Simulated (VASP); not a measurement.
Input of a VASP 6.6.1 run:

Contents of INCAR:

```
PREC = Accurate
ENCUT = 600
EDIFF = 1E-6
ISMEAR = 0
SIGMA = 0.01
LREAL = False
LASPH = True
NELM = 80
ALGO = Normal
ISIF = 3
LWAVE = False
LCHARG = False
METAGGA = R2SCAN
LMIXTAU = True
IBRION = 2
NSW = 80
EDIFFG = -0.005
```

KPOINTS

```
Automatic mesh
0
Gamma
  12 12 4
```

File POSCAR:

```
BN
1.0
    2.4982400000      0.0000000000      0.0000000000
   -1.2491200000      2.1635393048      0.0000000000
    0.0000000000      0.0000000000      6.6357000000
B N
2 2
Direct
    0.3333333333      0.6666666667      0.2500000000
    0.6666666667      0.3333333333      0.7500000000
    0.3333333333      0.6666666667      0.7500000000
    0.6666666667      0.3333333333      0.2500000000
```

Potentials or basis: VASP PAW PBE potentials, release 64 (B, N).

Launch:

```console
$ cat potpaw_PBE.64/B/POTCAR potpaw_PBE.64/N/POTCAR > POTCAR
$ mpirun -np 1 vasp_std > vasp.out
```

(1) What does it give for the band gap on the k mesh?

(2) What does it give for the space group after relaxing (to 0.05 Å)?

(3) What does it give for the relaxed cell?

(4) Predict the relaxed volume.

Results:

(1) 4.92 eV, indirect (least direct gap 5.37 eV).

(2) P6_3/mmc (No. 194).

(3) a = 2.503 Å, b = 2.503 Å, c = 6.841 Å, α = 90.00°, β = 90.00°, γ = 120.00°.

(4) 9.28 Å³/atom.

Caveat: the PAW data sets were made with another functional, which shifts forces and pressure a little.
